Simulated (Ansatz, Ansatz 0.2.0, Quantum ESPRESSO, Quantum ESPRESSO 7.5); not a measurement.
# Lattice constant of CaPb₃ with PBEsol and r2SCAN: effects of k mesh, dispersion and spin-orbit coupling

## Reference data

CaPb₃ is an ordered cubic intermetallic of the Cu₃Au type, with calcium at the cube corners and lead at the face centres. The reference is a cubic lattice constant of 4.901 Å, taken from a printed reference work on crystal structures of perovskite-related and ordered intermetallic compounds. It is a compiled value; neither method nor temperature is given with it, and we take it to be a room-temperature X-ray result. The database structure from which we start has a = 4.891 Å, smaller by 0.010 Å. That gap is about 0.2 %, the size of the step from the old kX unit to the ångström, so we suspect that both numbers go back to one early powder measurement. We therefore do not count the database cell as independent support for the reference.

| compared with | measured | source's wording or label | method |
| --- | --- | --- | --- |
| a (Å) | 4.901 | cubic a | compiled value, method not stated |

Conditions are those given with the value in the passage it was taken from; "not stated" means there, and the paper may say more elsewhere. The values are a selection: others may have been left out beforehand as unlike or outlying.

## Method

We want the cheapest level of theory that gives the lattice constant of CaPb₃ within 0.5 %, or about 0.025 Å. Common density functionals often differ from one another by a per cent or more in the lattice constants of heavy metals, so this target can separate them, while it remains wider than the suspected unit discrepancy.

The model is the four-atom primitive cell, nonmagnetic and metallic. Symmetry fixes every atomic position, which leaves the cube edge as the only structural freedom. The relaxations give a static lattice, whereas the measured crystal is expanded by zero-point motion and, if it was at room temperature, by heat. For a soft, lead-rich metal we put this at roughly half a per cent, as large as the target itself. We call pass or miss on the uncorrected number and weigh this allowance at the end.

We begin with a semilocal functional on a coarse k mesh, then refine the mesh and the basis. Spin-orbit coupling, which matters for lead, and costlier functionals come in as the results call for them.

Plain PBE isn't shown in this study.

System: CaPb3, Cu3Au type; Pm-3m (No. 221), 4 atoms in the primitive cell; the database structure is an entry taken as a start alone: a = 4.891 Å; structure from the Crystallography Open Database; an entry of 1935.

On the selection of runs and values: Further runs on this system are not shown.

## 1. PBEsol on a coarse mesh

PBEsol was designed for the equilibrium structures of solids and costs hardly more than LDA, so it is a sensible place to start. A 4×4×4 mesh is thin for a metal with so small a cell, but it gives a quick first lattice constant against which a denser mesh can be measured. We expect a value within about one per cent of the reference, with an error from the mesh that is still unknown.

**Run 1.** Ansatz 0.2.0: PBEsol, cell and atoms relaxed from the database structure, PAW set soft_2, cutoff 420 eV (default), 4x4x4 k mesh, Gaussian smearing 0.1 eV.

Key lines of the input:
```
crystal:
  # lattice and atoms
kpoints:
  mp_grid: { grid: [4, 4, 4] }
hamiltonian:
  xc: pbesol
scf:
  occupations: { method: gaussian, width: 0.1 }
output:
  forces: true
  stress: true
relax:
  adjacent_minimum: "off"
  f_tol: 0.005
  max_steps: 60
  cell: { stress_tol: 0.03 }
```

Command:
```
ansatz run input.yaml --threads 4 --pin off --max-ram 8192MiB --backend cpu --events-out ev --progress --plain --runs-dir out
```

Selected lines of the output:
```
Basis set: ecut = 420 eV, 2301 PW (Γ) [...]
k-points: 10 of 64
relax step   3: F+E_penalty+E_count = -37059.89651427 eV  [...]  max|allowed force component| = 3.218e-29 eV/Å  [...]  P = +0.005 GPa  Ω = 116.676 Å³  [...]
  cell:  # Å, volume = 116.6760 Å³
    - [4.886454566873991, 0.0, 0.0]
```

Converged; 2.4 s on 4 cores of Arm Neoverse V1, shared host.

| quantity | run 1 | measured | deviation |
| --- | --- | --- | --- |
| a (Å) | 4.886 | 4.901 | −0.015 (−0.3 %) |
| conventional cell volume (Å³) | 116.68 |  |  |

The coarse-mesh run gives a = 4.886 Å, 0.015 Å or 0.3 % below the reference and inside the target. We do not accept it yet. With 10 irreducible k points for a metal, the Fermi surface is sampled thinly, and the resulting error in the stress could shift the cell edge by an amount comparable to the remaining margin of about 0.010 Å.

## 2. A denser k mesh

We repeat the PBEsol relaxation on an 8×8×8 mesh and leave everything else unchanged, so that any shift beyond the relaxation threshold comes from the k sampling. At a few seconds for the coarse run, the extra cost is no obstacle. We expect a change of some hundredths of an ångström at most, which would still be enough to alter the verdict.

**Run 2.** Ansatz 0.2.0: PBEsol, cell and atoms relaxed from the database structure, PAW set soft_2, cutoff 420 eV (default), 8x8x8 k mesh, Gaussian smearing 0.1 eV.

Key lines of the input, as changed from run 1:
```diff
  kpoints:
-   mp_grid: { grid: [4, 4, 4] }
+   mp_grid: { grid: [8, 8, 8] }
```

Selected lines of the output:
```
Basis set: ecut = 420 eV, 2301 PW (Γ) [...]
k-points: 35 of 512
relax step   4: F+E_penalty+E_count = -37060.01384547 eV  [...]  max|allowed force component| = 1.361e-29 eV/Å  [...]  P = -0.002 GPa  Ω = 115.120 Å³  [...]
  cell:  # Å, volume = 115.1198 Å³
    - [4.864632107804599, 0.0, 0.0]
```

Converged; took 8.4 s.

| quantity | run 2 | measured | deviation |
| --- | --- | --- | --- |
| a (Å) | 4.865 | 4.901 | −0.036 (−0.7 %) |
| conventional cell volume (Å³) | 115.12 |  |  |

The denser mesh shortens the cell edge by about 0.02 Å to 4.865 Å, now 0.7 % below the reference and outside the target. The coarse-mesh result was inside only because its sampling error offset part of the PBEsol deviation. The change in volume is far larger than the small pressures left at the end of the two relaxations could explain, so 4×4×4 is too thin for this metal. Whether 8×8×8 is itself converged is not settled by this comparison.

## 3. Checking basis and potentials

Before blaming the functional we test two other ingredients of the PBEsol result on the same mesh. One run raises the plane-wave cutoff to 590 eV with the same PAW set; the other replaces that set by PseudoDojo norm-conserving pseudopotentials, which need a much higher cutoff. To bring PBEsol back inside the target, either change would have to lengthen the cell edge by more than 0.01 Å. We expect less than that from the cutoff and are less sure about the potentials, since the PAW set is a soft one.

**Run 3.** Ansatz 0.2.0: PBEsol, cell and atoms relaxed from the database structure, PAW set soft_2, cutoff 590 eV, 8x8x8 k mesh, Gaussian smearing 0.1 eV.

Key lines of the input, as changed from run 2:
```diff
+ basis:
+   ecutwfc: 590.0
```

Selected lines of the output:
```
Basis set: ecut = 590 eV, 3743 PW (Γ) [...]
    - [4.864576907838074, 0.0, 0.0]
```

Converged; 12 s on 4 cores of Arm Neoverse V2, shared host.

**Run 4.** Ansatz 0.2.0: PBEsol, PseudoDojo norm-conserving pseudopotentials, cell and atoms relaxed from the database structure, cutoff 925 eV (default), 8x8x8 k mesh, Gaussian smearing 0.1 eV.

Key lines of the input, as changed from run 2:
```diff
  hamiltonian:
+   pseudopotentials: { kind: nc, accuracy: standard }
```

Selected lines of the output:
```
Basis set: ecut = 925.187132 eV, 7249 PW (Γ) [...]
    - [4.861819088755582, 0.0, 0.0]
```

Converged; took 18 s.

| quantity | run 3 | run 4 | measured |
| --- | --- | --- | --- |
| a (Å) | 4.865 | 4.862 | 4.901 |
| conventional cell volume (Å³) | 115.12 | 114.92 |  |

Neither change rescues PBEsol. Raising the cutoff leaves the cell edge at 4.865 Å, with a difference too small to separate from the relaxation threshold. The norm-conserving potentials give 4.862 Å, shorter by 0.003 Å and so slightly further from the reference. Two quite different sets of potentials thus agree to well within the target, and the shortfall of 0.7 to 0.8 % on this mesh can't be put down to the soft PAW set or its default cutoff. The functional, the missing spin-orbit coupling and the thermal and zero-point expansion that a static lattice lacks remain as candidates, along with whatever k-mesh error is left at 8×8×8.

## 4. A meta-GGA: r2SCAN

We now change the functional and keep the 8×8×8 mesh and the PAW set. r2SCAN also uses the kinetic-energy density, which makes each step dearer than with PBEsol, but for four atoms this should remain a small calculation. We expect a longer cell edge than with PBEsol, since r2SCAN tends to bind heavy metals less tightly; whether the gain reaches the 0.01 Å or so that is needed, or overshoots, we can't say beforehand. Spin-orbit coupling stays off for now so that the two effects are not mixed.

**Run 5.** Ansatz 0.2.0: r2SCAN, cell and atoms relaxed from the database structure, PAW set soft_2, cutoff 500 eV (default), 8x8x8 k mesh, Gaussian smearing 0.1 eV.

Key lines of the input, as changed from run 2:
```diff
  hamiltonian:
-   xc: pbesol
+   xc: r2scan
```

Selected lines of the output:
```
Basis set: ecut = 500 eV, 2969 PW (Γ) [...]
k-points: 35 of 512
relax step   4: F+E_penalty+E_count = -37585.84147676 eV  [...]  max|allowed force component| = 1.657e-29 eV/Å  [...]  P = -0.002 GPa  Ω = 118.874 Å³  [...]
  cell:  # Å, volume = 118.8743 Å³
    - [4.916951792512148, 0.0, 0.0]
```

Converged; 20 s on 4 cores of Arm Neoverse V1, shared host.

| quantity | run 5 | measured | deviation |
| --- | --- | --- | --- |
| a (Å) | 4.917 | 4.901 | +0.016 (+0.3 %) |
| conventional cell volume (Å³) | 118.87 |  |  |

r2SCAN gives a = 4.917 Å, 0.016 Å or 0.3 % above the reference and inside the target. The cell edge is about 0.05 Å longer than with PBEsol on the same mesh, so the change of functional has moved the result from one side of the reference to the other. About 0.009 Å remains before the upper limit. That is less than the shift of about 0.02 Å that PBEsol showed between the two meshes, so the pass needs a check of its own.

## 5. Mesh sensitivity of r2SCAN

We repeat the r2SCAN relaxation on the 4×4×4 mesh to see how strongly this functional's lattice constant depends on k sampling. The coarser run can't prove 8×8×8 converged, but it shows whether the sensitivity found with PBEsol carries over. We expect a shift of similar size and in the same direction, towards a longer cell edge on the coarse mesh.

**Run 6.** Ansatz 0.2.0: r2SCAN, cell and atoms relaxed from the database structure, PAW set soft_2, cutoff 500 eV (default), 4x4x4 k mesh, Gaussian smearing 0.1 eV.

Key lines of the input, as changed from run 1:
```diff
  hamiltonian:
-   xc: pbesol
+   xc: r2scan
```

Selected lines of the output:
```
Basis set: ecut = 500 eV, 3071 PW (Γ) [...]
k-points: 10 of 64
  cell:  # Å, volume = 120.6751 Å³
    - [4.941656372315322, 0.0, 0.0]
```

Converged; took 7.8 s.

| quantity | run 6 | measured | deviation |
| --- | --- | --- | --- |
| a (Å) | 4.942 | 4.901 | +0.041 (+0.8 %) |
| conventional cell volume (Å³) | 120.68 |  |  |

On the coarse mesh r2SCAN gives 4.942 Å, 0.8 % above the reference and outside the target. Refining to 8×8×8 shortens the cell edge by roughly 0.025 Å, the same direction as with PBEsol and a similar amount. The r2SCAN pass therefore holds on the denser mesh only, and two meshes can't tell us how much sampling error remains there. The order of the functionals is safer: r2SCAN lies above PBEsol by roughly 0.05 to 0.06 Å on either mesh.

## 6. Spin-orbit coupling with PBEsol

One piece of physics still missing is spin-orbit coupling, which acts strongly on the 6p states of lead that take part in the bonding. We add it to PBEsol on the 8×8×8 mesh, accepting the higher cost of two-component wavefunctions. The fully relativistic potential files replace the scalar ones, so any shift will belong to the coupling and the change of files together. We expect a slightly longer cell edge, because the coupling tends to weaken p bonding. PBEsol needs about 0.012 Å to enter the target. The result also bears on r2SCAN, where a lengthening of similar size would use up the remaining margin, although a shift found with one functional can't simply be transferred to the other.

**Run 7.** Ansatz 0.2.0: PBEsol with spin-orbit coupling, cell and atoms relaxed from the database structure, cutoff 420 eV (default), 8x8x8 k mesh, Gaussian smearing 0.1 eV.

Key lines of the input, as changed from run 2:
```diff
  hamiltonian:
+   pseudopotentials: { kind: paw_fr }
+ magnetization:
+   noncollinear: true
+   spin_orbit: true
```

Selected lines of the output:
```
relax step   4: F+E_penalty+E_count = -37173.48454272 eV  [...]  max|allowed force component| = 2.894e-29 eV/Å  [...]  P = -0.002 GPa  Ω = 115.018 Å³  [...]
  cell:  # Å, volume = 115.0185 Å³
    - [4.863204685375218, 0.0, 0.0]
```

Converged; 48 s on 4 cores of Arm Neoverse V2, shared host.

| quantity | run 7 | measured | deviation |
| --- | --- | --- | --- |
| a (Å) | 4.863 | 4.901 | −0.038 (−0.8 %) |
| conventional cell volume (Å³) | 115.02 |  |  |

With spin-orbit coupling and the fully relativistic potentials, PBEsol gives 4.863 Å, 0.001 Å shorter than without them. We had expected a longer cell edge; the change goes the other way and is far too small to matter for the target. PBEsol stays outside the target, and neglecting the coupling does not explain its shortfall. For r2SCAN this is mildly reassuring, though not a test of that functional.

## 7. Adding van der Waals correlation to r2SCAN

r2SCAN errs on the long side and lacks long-range dispersion, which may matter between lead atoms with their large polarisability. We add the nonlocal rVV10 correlation on the same 8×8×8 mesh, at some extra cost per step. The added attraction should shorten the cell edge. A reduction of up to about 0.04 Å would keep the result inside the target, and one of about 0.016 Å would bring it onto the reference. The run will show whether the r2SCAN result depends strongly on the missing dispersion and whether the dearer level is worth having.

**Run 8.** Ansatz 0.2.0: r2SCAN+rVV10, cell and atoms relaxed from the database structure, PAW set soft_2, cutoff 500 eV (default), 8x8x8 k mesh, Gaussian smearing 0.1 eV.

Key lines of the input, as changed from run 5:
```diff
  hamiltonian:
+   dispersion: rvv10
```

Selected lines of the output:
```
Basis set: ecut = 500 eV, 2945 PW (Γ) [...]
k-points: 35 of 512
relax step   4: F+E_penalty+E_count = -37575.35264783 eV  [...]  max|allowed force component| = 7.193e-29 eV/Å  [...]  P = -0.001 GPa  Ω = 116.315 Å³  [...]
  cell:  # Å, volume = 116.3148 Å³
    - [4.881407296281016, 0.0, 0.0]
```

Converged; 24 s on 4 cores of Arm Neoverse V1, shared host.

| quantity | run 8 | measured | deviation |
| --- | --- | --- | --- |
| a (Å) | 4.881 | 4.901 | −0.020 (−0.4 %) |
| conventional cell volume (Å³) | 116.31 |  |  |

Adding rVV10 shortens the r2SCAN cell edge by 0.036 Å to 4.881 Å, 0.4 % below the reference. The result stays inside the target, but it crosses the reference instead of settling on it, and only about 0.005 Å is left before the lower limit. The nonlocal correlation thus matters for this metal: on this mesh its effect is larger than the deviation of r2SCAN with or without it. On the uncorrected numbers the dearer level brings no gain, since the two deviations, 0.016 Å above and 0.020 Å below, are too alike to rank the levels. Both also rest on the 8×8×8 mesh, whose remaining error we don't know.

## Comparison with experiment

| run | settings | a (Å) | deviation | cost |
| --- | --- | --- | --- | --- |
| 1 | PBEsol, PAW set soft_2, cutoff 420 eV (default), 4x4x4 k mesh | 4.886 | −0.015 (−0.3 %) | under 1 core-min |
| 2 | PBEsol, PAW set soft_2, cutoff 420 eV (default), 8x8x8 k mesh | 4.865 | −0.036 (−0.7 %) | under 1 core-min |
| 3 | PBEsol, PAW set soft_2, cutoff 590 eV, 8x8x8 k mesh | 4.865 | −0.036 (−0.7 %) | under 1 core-min |
| 4 | PBEsol, PseudoDojo norm-conserving pseudopotentials, cutoff 925 eV (default), 8x8x8 k mesh | 4.862 | −0.039 (−0.8 %) | 74 core-s |
| 5 | r2SCAN, PAW set soft_2, cutoff 500 eV (default), 8x8x8 k mesh | 4.917 | +0.016 (+0.3 %) | 81 core-s |
| 6 | r2SCAN, PAW set soft_2, cutoff 500 eV (default), 4x4x4 k mesh | 4.942 | +0.041 (+0.8 %) | under 1 core-min |
| 7 | PBEsol with spin-orbit coupling, cutoff 420 eV (default), 8x8x8 k mesh | 4.863 | −0.038 (−0.8 %) | 3.2 core-min |
| 8 | r2SCAN+rVV10, PAW set soft_2, cutoff 500 eV (default), 8x8x8 k mesh | 4.881 | −0.020 (−0.4 %) | 95 core-s |
|  | measured | 4.901 |  |  |

Further runs on the same system, made beside this series (convergence steps with loose settings among them):

| further | settings | a (Å) | deviation | cost |
| --- | --- | --- | --- | --- |
| F1 | Ansatz: PBEsol+D3(BJ), PAW set soft_2, cutoff 420 eV (default), 8x8x8 k mesh, Gaussian smearing 0.1 eV | 4.773 | −0.128 (−2.6 %) | under 1 core-min |
| F2 | Ansatz: BLYP, PAW set soft_2, cutoff 420 eV (default), 8x8x8 k mesh, Gaussian smearing 0.1 eV | 5.076 | +0.175 (+3.6 %) | under 1 core-min |
| F3 | Ansatz: BLYP+D3(BJ), PAW set soft_2, cutoff 420 eV (default), 8x8x8 k mesh, Gaussian smearing 0.1 eV | 4.863 | −0.038 (−0.8 %) | under 1 core-min |
| F4 | Ansatz: LDA, PAW set soft_2, cutoff 420 eV (default), 8x8x8 k mesh, Gaussian smearing 0.1 eV | 4.799 | −0.102 (−2.1 %) | under 1 core-min |
| F5 | Ansatz: PBEsol, PAW set soft_2, cutoff 420 eV (default), 10x10x10 k mesh, Gaussian smearing 0.1 eV | 4.862 | −0.039 (−0.8 %) | under 1 core-min |
| F6 | Quantum ESPRESSO: PBEsol, PseudoDojo norm-conserving potentials, cutoff 68 Ry, 8x8x8 k mesh, Marzari-Vanderbilt smearing 0.14 eV | 4.865 | −0.036 (−0.7 %) | 9.6 core-min |
|  | measured | 4.901 |  |  |

## Discussion

On the uncorrected number that the plan judges by, r2SCAN on the 8×8×8 mesh meets the 0.5 % target: 4.917 Å against 4.901 Å, 0.3 % too long, for 81 core-seconds. It is the cheapest level shown that passes on this mesh, but the pass is not robust. Only about 0.009 Å is left before the upper limit, less than the shift between the two meshes, and on the coarser mesh r2SCAN misses.

The agreement also owes something to cancellation. The calculated lattice is static, and thermal and zero-point expansion of roughly half a per cent would put r2SCAN about 0.8 % too long, outside the target. The same allowance would bring r2SCAN+rVV10 and PBEsol close to the reference, although PBEsol misses the target uncorrected, at 0.7 to 0.8 % too short. The r2SCAN pass is therefore no evidence that it describes the bonding better. Missing dispersion is a plausible cause of its excess length, since rVV10 shortens the cell edge by 0.036 Å.

Refining the k mesh mattered most among the settings; the coarse PBEsol run landed inside the target by chance. For PBEsol, a 10×10×10 mesh shortens the cell edge by only 0.003 Å more, and other potentials and a second program agree equally well. The higher cutoff changed nothing of note, and spin-orbit coupling, the dearest step in Ansatz, hardly more. LDA, BLYP with and without D3, and PBEsol+D3 all miss, so adding dispersion is no general remedy.

Such checks of potentials, denser mesh and spin-orbit coupling are not shown for r2SCAN. The thermal correction is likewise only an estimate here, and the origin of the reference value only a suspicion.

[Logs are printed without paths, hosts, clocks, repeated set-up lines and the standing remarks that a program may print on its own settings, such as how far it seeks lower states.]

[The runs shown are a pick from a larger set of finished runs; failed, doubtful and other runs were left out of it ahead of writing. So were measured values far from every level or from commonly accepted values, and agreement can look better than it is. Lines of input and output are excerpts and may be shortened.]
